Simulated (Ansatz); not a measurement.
The system is Re.

```
Re
1.0
     2.76080    0.00000    0.00000
    -1.38040    2.39092    0.00000
     0.00000    0.00000    4.45820
Re
2
Direct
  0.66667 0.33333 0.75000
  0.33333 0.66667 0.25000
```

Program: Ansatz 0.2.0. Alike in all runs: no spin polarisation; cell as given; smearing fermi-dirac 0.05 eV. Hardware: 2 threads of Arm Neoverse V1, on a shared host.

**Question.** Order these runs on this cell by their wall time, lowest first.
A. task single point; level PBE; potentials or basis Ansatz PAW; k mesh 19 × 19 × 11; cutoff (eV) 420
B. task single point; level PBE; potentials or basis Ansatz PAW; k mesh 11 × 11 × 6; cutoff (eV) 350
C. task band structure; level LDA; potentials or basis JTH PAW LDA; k mesh 11 × 11 × 6; cutoff (eV) 1290; points for each segment of the path 14

**Answer.** B (0.79 s), A (2.8 s), C (7.6 s).

Caveats: the cutoff lies under the one recommended for these potentials (some runs).
